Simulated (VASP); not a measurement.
# Mo (Im-3m) in VASP: notebook

The runs below take Mo through relaxation of cell and atoms, with PBE.

Program: VASP 6.6.1. These are calculated values, not measurements. Logs are shortened: lines on timing, memory, paths and dates and some standing lists are left out, and cuts for length are marked.

### Step 1. The crystal as given

Symmetry: Im-3m, No. 229, cubic system. Conventional cell: a = 3.147 Å, b = 3.147 Å, c = 3.147 Å, α = 90.00°, β = 90.00°, γ = 90.00°. Around Mo (site symmetry m-3m) lie 8 Mo at 2.73 Å.

### Step 2. Relaxation of cell and atoms, PBE

INCAR reads:

```
  PREC = Accurate
  ENCUT = 600
  EDIFF = 1E-6
  ISMEAR = 1
  SIGMA = 0.1
  LREAL = F
  LASPH = T
  NELM = 80
  ALGO = Normal
  ISIF = 3
  LWAVE = F
  LCHARG = F
  GGA = PE
  IBRION = 2
  NSW = 90
  EDIFFG = -0.01
```

KPOINTS reads:

```
regular mesh
0
Gamma
  16 16 16
```

POSCAR reads:

```
Mo
1.0
   -1.5734150000      1.5734150000      1.5734150000
    1.5734150000     -1.5734150000      1.5734150000
    1.5734150000      1.5734150000     -1.5734150000
Mo
1
Direct
    0.0000000000      0.0000000000      0.0000000000
```

Potentials or basis: VASP PAW PBE potentials, release 64 (Mo_sv).

On the command line:

```sh
$ cat potpaw_PBE.64/Mo_sv/POTCAR > POTCAR
$ mpirun -np 1 vasp_std > vasp.out
```

OUTCAR:

```text
PREC = Accurate
   ENCUT = 600
   EDIFF = 1E-6
   ISMEAR = 1
   LREAL = F
   LASPH = T
   NELM = 80
   ISIF = 3
   GGA = PE
   IBRION = 2
   NSW = 90
   EDIFFG = -0.01

 ion  position               nearest neighbor table
   1  0.000  0.000  0.000-

  LATTYP: Found a body centered cubic cell.
 ALAT       =     3.1468300000

  Lattice vectors:

 A1 = (  -1.5734150000,   1.5734150000,   1.5734150000)
 A2 = (   1.5734150000,  -1.5734150000,   1.5734150000)
 A3 = (   1.5734150000,   1.5734150000,  -1.5734150000)

Analysis of symmetry for initial positions (statically):
=====================================================================
 Subroutine PRICEL returns:
 Original cell was already a primitive cell.

 Routine SETGRP: Setting up the symmetry group for a
 body centered cubic supercell.

 Subroutine GETGRP returns: Found 48 space group operations
 (whereof 48 operations were pure point group operations)
 out of a pool of 48 trial point group operations.

The static configuration has the point symmetry O_h .

Analysis of symmetry for dynamics (positions and initial velocities):
=====================================================================
 Subroutine PRICEL returns:
 Original cell was already a primitive cell.

 Routine SETGRP: Setting up the symmetry group for a
 body centered cubic supercell.

 Subroutine GETGRP returns: Found 48 space group operations
 (whereof 48 operations were pure point group operations)
 out of a pool of 48 trial point group operations.

The dynamic configuration has the point symmetry O_h .

 Subroutine INISYM returns: Found 48 space group operations
 (whereof 48 operations are pure point group operations),
 and found     1 'primitive' translations

----------------------------------------------------------------------------------------

                                     Primitive cell

  volume of cell :      15.5808

  direct lattice vectors                    reciprocal lattice vectors
    -1.573415000  1.573415000  1.573415000     0.000000000  0.317780115  0.317780115
     1.573415000 -1.573415000  1.573415000     0.317780115  0.000000000  0.317780115
     1.573415000  1.573415000 -1.573415000     0.317780115  0.317780115  0.000000000

  length of vectors
     2.725234721  2.725234721  2.725234721     0.449408949  0.449408949  0.449408949

  position of ions in fractional coordinates (direct lattice)
     0.000000000  0.000000000  0.000000000

  ion indices of the primitive-cell ions
   primitive index   ion index
                 1           1

----------------------------------------------------------------------------------------

 KPOINTS: regular mesh

Automatic generation of k-mesh.
 Grid dimensions read from file:
 generate k-points for:   16   16   16

 Generating k-lattice:

  Cartesian coordinates                     Fractional coordinates (reciprocal lattice)
     0.000000000  0.019861257  0.019861257     0.062500000  0.000000000  0.000000000
     0.019861257  0.000000000  0.019861257     0.000000000  0.062500000  0.000000000
     0.019861257  0.019861257  0.000000000     0.000000000  0.000000000  0.062500000

  Length of vectors
     0.028088059  0.028088059  0.028088059

  Shift w.r.t. Gamma in fractional coordinates (k-lattice)
     0.000000000  0.000000000  0.000000000

 Subroutine IBZKPT returns following result:
 ===========================================

 Found    145 irreducible k-points:

 Following reciprocal coordinates:
            Coordinates               Weight
  0.000000  0.000000  0.000000      1.000000
  0.062500  0.000000  0.000000     12.000000
  0.125000  0.000000  0.000000     12.000000
  0.187500  0.000000  0.000000     12.000000
  0.250000  0.000000  0.000000     12.000000
  0.312500  0.000000  0.000000     12.000000
[... 16 lines left out ...]
  0.187500  0.187500  0.000000     24.000000
  0.250000  0.187500  0.000000     48.000000
 [... further k-points ...]
   k-points           NKPTS =    145   k-points in BZ     NKDIM =    145   number of bands    NBANDS=     11
   number of dos      NEDOS =    301   number of ions     NIONS =      1
   total plane-waves  NPLWV =  13824
   dimension x,y,z NGX =    24 NGY =   24 NGZ =   24
   dimension x,y,z NGXF=    48 NGYF=   48 NGZF=   48
   ions per type =               1
   NGX,Y,Z   is equivalent  to a cutoff of  14.64, 14.64, 14.64 a.u.
   NGXF,Y,Z  is equivalent  to a cutoff of  29.28, 29.28, 29.28 a.u.
 SYSTEM =  unknown system
   PREC   = accura    normal or accurate (medium, high low for compatibility)
   ISTART =      0    job   : 0-new  1-cont  2-samecut
   ICHARG =      2    charge: 1-file 2-atom 10-const
   ISPIN  =      1    spin polarized calculation?
   LNONCOLLINEAR =      F non collinear calculations
   LSORBIT =      F    spin-orbit coupling
   LASPH  =      T    aspherical Exc in radial PAW
   ENCUT  =  600.0 eV  44.10 Ry    6.64 a.u.   5.44  5.44  5.44*2*pi/ulx,y,z
   NELM   =     80;   NELMIN=  2; NELMDL= -5     # of ELM steps
   EDIFF  = 0.1E-05   stopping-criterion for ELM
   LREAL  =      F    real-space projection
   EDIFFG = -.1E-01   stopping-criterion for IOM
   NSW    =     90    number of steps for IOM
   IBRION =      2    ionic relax: 0-MD 1-quasi-New 2-CG
   NFREE  =      1    steps in history (QN), initial steepest desc. (CG)
   ISIF   =      3    stress and relaxation
   ISYM   =      2    0-nonsym 1-usesym 2-fastsym
   POTIM  = 0.5000    time-step for ionic-motion
   TEBEG  =    0.0;   TEEND  =   0.0 temperature during run
   PSTRESS=    0.0 pullay stress
   NELECT =      14.0000    total number of electrons
   NUPDOWN=      -1.0000    fix difference up-down
   EMIN   =  10.00;   EMAX   =-10.00  energy-range for DOS
   EFERMI =   0.00;   METHOD = LEGACY
   ISMEAR =     1;   SIGMA  =   0.10  broadening in eV -4-tet -1-fermi 0-gaus
   EFERMI_NEDOS =   21; number of points for ismear=-14 and -15
   IALGO  =     38    algorithm
   IMIX   =      4    mixing-type and parameters
     AMIX     =   0.40;   BMIX     =  1.00
     AMIX_MAG =   1.60;   BMIX_MAG =  1.00
  volume/ion in A,a.u.               =      15.58       105.14
  Fermi-wavevector in a.u.,A,eV,Ry     =   1.579747  2.985289 33.954710  2.495601
  Thomas-Fermi vector in A             =   2.680079
   LORBIT       =      0    0 simple, 1 ext, 2 COOP (PROOUT), +10 PAW based schemes
   GGA     = PE    functional components
   LHFCALC =     F    Hartree Fock is set to
   AEXX    =    0.0000 exact exchange contribution
   IVDW    =     0    specifies the selected vdW correction
   LEPSILON=     F    determine dielectric tensor
   LRPA    =     F    only Hartree local field effects (RPA)
 conjugate gradient relaxation of ions
 non-spin polarized calculation
 Methfessel and Paxton  Order N= 1 SIGMA  =   0.10
  energy-cutoff  :      600.00
  volume of cell :       15.58
 maximum number of plane-waves:       537
 NGX is ok and might be reduce to    24
   NGX = 11   NGY = 11   NGZ = 11

--------------------------------------- Ionic step        1  -------------------------------------------

 number of electron      14.0000002 magnetization

 Free energy of the ion-electron system (eV)
  ---------------------------------------------------
  ext. energy  EPLUGINS =         0.00000000
  ---------------------------------------------------
  free energy    TOTEN  =       -10.93755557 eV

  energy without entropy =      -10.93812387  energy(sigma->0) =      -10.93774500

------------------------ aborting loop because EDIFF is reached ----------------------------------------

  FORCE on cell =-STRESS in cart. coord.  units (eV):
  Direction    XX          YY          ZZ          XY          YZ          ZX
  --------------------------------------------------------------------------------------
  -------------------------------------------------------------------------------------
  Total        0.3683819      0.3683819      0.3683819      0.0000000      0.0000000      0.0000000
  in kB       37.8807889     37.8807889     37.8807889      0.0000000      0.0000000      0.0000000
  external PRESSURE =      37.8807889 kB  Pullay stress =       0.0000000 kB

 VOLUME and BASIS-vectors are now :
 -----------------------------------------------------------------------------
  energy-cutoff  :      600.00
  volume of cell :       15.58
      direct lattice vectors                 reciprocal lattice vectors
    -1.573415000  1.573415000  1.573415000     0.000000000  0.317780115  0.317780115
     1.573415000 -1.573415000  1.573415000     0.317780115  0.000000000  0.317780115
     1.573415000  1.573415000 -1.573415000     0.317780115  0.317780115  0.000000000
[... 36 lines left out ...]
 POSITION                                       TOTAL-FORCE (eV/Angst)
 -----------------------------------------------------------------------------------
      0.00000     -0.00000      0.00000        -0.000000     -0.000000     -0.000000
 -----------------------------------------------------------------------------------
    total drift:                                0.000000      0.000000      0.000000

  FREE ENERGIE OF THE ION-ELECTRON SYSTEM (eV)
  ---------------------------------------------------
  free  energy   TOTEN  =       -10.9212250220 eV

  energy  without entropy=      -10.9217679682  energy(sigma->0) =      -10.92140600

--------------------------------------- Ionic step        3  -------------------------------------------

 number of electron      14.0000002 magnetization

 Free energy of the ion-electron system (eV)
  ---------------------------------------------------
  ext. energy  EPLUGINS =         0.00000000
  ---------------------------------------------------
  free energy    TOTEN  =       -10.94011067 eV

  energy without entropy =      -10.94072211  energy(sigma->0) =      -10.94031448

 E-fermi :  12.4217     XC(G=0): -13.3272

 val. band max:       12.4077798100   @ k =  -0.1875   0.1875   0.0625
 cond. band min:      12.4672718293   @ k =   0.1875   0.0000   0.0000
 fundamental gap:      0.0594920192
 Fermi energy:        12.4217246750

 k-point     1 :       0.0000    0.0000    0.0000
  band No.  band energies     occupation
      1     -48.8536      2.00000
      2     -22.1458      2.00000
      3     -22.1458      2.00000
      4     -22.1458      2.00000
      5       5.2186      2.00000
      6      11.0795      2.00000
      7      11.0795      2.00000
      8      11.0795      2.00000
      9      14.0640     -0.00000
     10      14.0640     -0.00000
     11      27.2327      0.00000

 k-point     2 :       0.0625    0.0000    0.0000
  band No.  band energies     occupation
      1     -48.8441      2.00000
      2     -22.2009      2.00000
      3     -22.1628      2.00000
      4     -22.1462      2.00000
      5       5.3897      2.00000
      6      10.9834      2.00000
      7      11.0636      2.00000
      8      11.2393      2.00000
      9      13.9231     -0.00000
     10      14.0666     -0.00000
     11      27.3598      0.00000
[... 295 lines left out ...]
 k-point    24 :       0.2500    0.1875    0.0000
  band No.  band energies     occupation
      1     -48.6300      2.00000
      2     -23.2068      2.00000
      3     -22.5850      2.00000
      4     -22.2627      2.00000
      5       8.2845      2.00000
      6       9.5464      2.00000
      7      10.6232      2.00000
      8      13.5016     -0.00000
      9      14.8055      0.00000
     10      16.9789      0.00000
     11      25.5411      0.00000

 [... further k-points ...]

------------------------ aborting loop because EDIFF is reached ----------------------------------------

  FORCE on cell =-STRESS in cart. coord.  units (eV):
  Direction    XX          YY          ZZ          XY          YZ          ZX
  --------------------------------------------------------------------------------------
  -------------------------------------------------------------------------------------
  Total       -0.0048499     -0.0048499     -0.0048499     -0.0000000      0.0000000      0.0000000
  in kB       -0.4916737     -0.4916737     -0.4916737     -0.0000000      0.0000000      0.0000000
  external PRESSURE =      -0.4916737 kB  Pullay stress =       0.0000000 kB

 VOLUME and BASIS-vectors are now :
 -----------------------------------------------------------------------------
  energy-cutoff  :      600.00
  volume of cell :       15.80
      direct lattice vectors                 reciprocal lattice vectors
    -1.580892389  1.580892389  1.580892389     0.000000000  0.316277062  0.316277062
     1.580892389 -1.580892389  1.580892389     0.316277062  0.000000000  0.316277062
     1.580892389  1.580892389 -1.580892389     0.316277062  0.316277062  0.000000000

 POSITION                                       TOTAL-FORCE (eV/Angst)
 -----------------------------------------------------------------------------------
      0.00000     -0.00000      0.00000         0.000000     -0.000000      0.000000
 -----------------------------------------------------------------------------------
    total drift:                               -0.000000      0.000000     -0.000000

  FREE ENERGIE OF THE ION-ELECTRON SYSTEM (eV)
  ---------------------------------------------------
  free  energy   TOTEN  =       -10.9401106707 eV

  energy  without entropy=      -10.9407221104  energy(sigma->0) =      -10.94031448

 reached required accuracy - stopping structural energy minimisation
```

Run time: 24 s. Hardware: 1 thread of Intel Xeon Platinum 8375C at 2.90GHz (Ice Lake), shared host; peak memory 0.17 GiB.

Results:

```
Free energy                            : -10.9401 eV
Relaxed volume                         : 15.80 Å³/atom
Relaxed cell                           : a = 2.738 Å, b = 2.738 Å, c = 2.738 Å, α = 109.47°, β = 109.47°, γ = 109.47°
Space group after relaxing (to 0.05 Å) : Im-3m (No. 229)
Energy gained by relaxing              : 2.6 meV/atom
Ionic steps                            : 3
Pressure after relaxing                : 0.0 GPa
Band gap on the k mesh                 : none (metal or under the smearing width)
```

The path:
| step | energy change (eV) | largest force (eV/Å) | pressure (GPa) | volume (Å³) |
| --- | --- | --- | --- | --- |
| 1 | 0.0000 | 0.0000 | 3.79 | 15.58 |
| 2 | 0.0163 | 0.0000 | -9.34 | 16.43 |
| 3 | -0.0026 | 0.0000 | -0.05 | 15.80 |

Final structure:
```xyz
1
Lattice="-1.5809 1.5809 1.5809 1.5809 -1.5809 1.5809 1.5809 1.5809 -1.5809" Properties=species:S:1:pos:R:3 pbc="T T T"
Mo    0.0000    0.0000    0.0000
```

### Step 3. Relaxation of cell and atoms, PBE

This run uses another cell than the first one, of 15.80 Å³/atom, 1.014 times its volume.

Edit INCAR of step 2 so:

```diff
@@ -2,3 +2,3 @@
   ENCUT = 600
-  EDIFF = 1E-6
+  EDIFF = 1E-7
   ISMEAR = 1
@@ -15,2 +15,2 @@
   NSW = 90
-  EDIFFG = -0.01
+  EDIFFG = -0.005
```

KPOINTS is that of step 2.

POSCAR reads:

```
Mo                                      
1.0
   -1.5808923895      1.5808923895      1.5808923895
    1.5808923895     -1.5808923895      1.5808923895
    1.5808923895      1.5808923895     -1.5808923895
  Mo            
     1
Direct
     0.0000000000000000    0.0000000000000000    0.0000000000000000
```

Potentials or basis: VASP PAW PBE potentials, release 64 (Mo_sv).

On the command line:

```sh
$ cat potpaw_PBE.64/Mo_sv/POTCAR > POTCAR
$ mpirun -np 1 vasp_std > vasp.out
```

OUTCAR:

```text
PREC = Accurate
   ENCUT = 600
   EDIFF = 1E-7
   ISMEAR = 1
   LREAL = F
   LASPH = T
   NELM = 80
   ISIF = 3
   GGA = PE
   IBRION = 2
   NSW = 90
   EDIFFG = -0.005

 ion  position               nearest neighbor table
   1  0.000  0.000  0.000-

  LATTYP: Found a body centered cubic cell.
 ALAT       =     3.1617847790

  Lattice vectors:

 A1 = (  -1.5808923895,   1.5808923895,   1.5808923895)
 A2 = (   1.5808923895,  -1.5808923895,   1.5808923895)
[... 520 lines left out ...]
 [... further k-points ...]

------------------------ aborting loop because EDIFF is reached ----------------------------------------

  FORCE on cell =-STRESS in cart. coord.  units (eV):
  Direction    XX          YY          ZZ          XY          YZ          ZX
  --------------------------------------------------------------------------------------
  -------------------------------------------------------------------------------------
  Total       -0.0045822     -0.0045822     -0.0045822      0.0000000      0.0000000     -0.0000000
  in kB       -0.4645381     -0.4645381     -0.4645381      0.0000000      0.0000000     -0.0000000
  external PRESSURE =      -0.4645381 kB  Pullay stress =       0.0000000 kB

 VOLUME and BASIS-vectors are now :
 -----------------------------------------------------------------------------
  energy-cutoff  :      600.00
  volume of cell :       15.80
      direct lattice vectors                 reciprocal lattice vectors
    -1.580892389  1.580892389  1.580892389     0.000000000  0.316277062  0.316277062
     1.580892389 -1.580892389  1.580892389     0.316277062  0.000000000  0.316277062
     1.580892389  1.580892389 -1.580892389     0.316277062  0.316277062  0.000000000

 POSITION                                       TOTAL-FORCE (eV/Angst)
 -----------------------------------------------------------------------------------
      0.00000      0.00000      0.00000         0.000000     -0.000000     -0.000000
 -----------------------------------------------------------------------------------
    total drift:                                0.000000      0.000000     -0.000000

  FREE ENERGIE OF THE ION-ELECTRON SYSTEM (eV)
  ---------------------------------------------------
  free  energy   TOTEN  =       -10.9403565408 eV

  energy  without entropy=      -10.9409680483  energy(sigma->0) =      -10.94056038

 reached required accuracy - stopping structural energy minimisation
```

CONTCAR:

```text
Mo
   1.00000000000000
    -1.5808923895000000    1.5808923895000000    1.5808923895000000
     1.5808923895000000   -1.5808923895000000    1.5808923895000000
     1.5808923895000000    1.5808923895000000   -1.5808923895000000
  Mo
     1
Direct
     0.0000000000000000    0.0000000000000000    0.0000000000000000

  0.00000000E+00  0.00000000E+00  0.00000000E+00
```

It took 11 s on 1 thread of Intel Xeon Platinum 8375C at 2.90GHz (Ice Lake), shared host; peak memory 0.16 GiB.

What came out:

```
Free energy             : -10.9404 eV
Pressure after relaxing : 0.0 GPa
Band gap on the k mesh  : none (metal or under the smearing width)
```

Final structure:
```cif
data_structure
_symmetry_space_group_name_H-M 'P 1'
_symmetry_Int_Tables_number 1
_cell_length_a 2.7382
_cell_length_b 2.7382
_cell_length_c 2.7382
_cell_angle_alpha 109.471
_cell_angle_beta 109.471
_cell_angle_gamma 109.471
_cell_volume 15.80
loop_
_atom_site_label
_atom_site_type_symbol
_atom_site_fract_x
_atom_site_fract_y
_atom_site_fract_z
_atom_site_occupancy
Mo1 Mo 0.00000 0.00000 0.00000 1
```

Caveat: the relaxation stopped at its first step, so nothing moved.
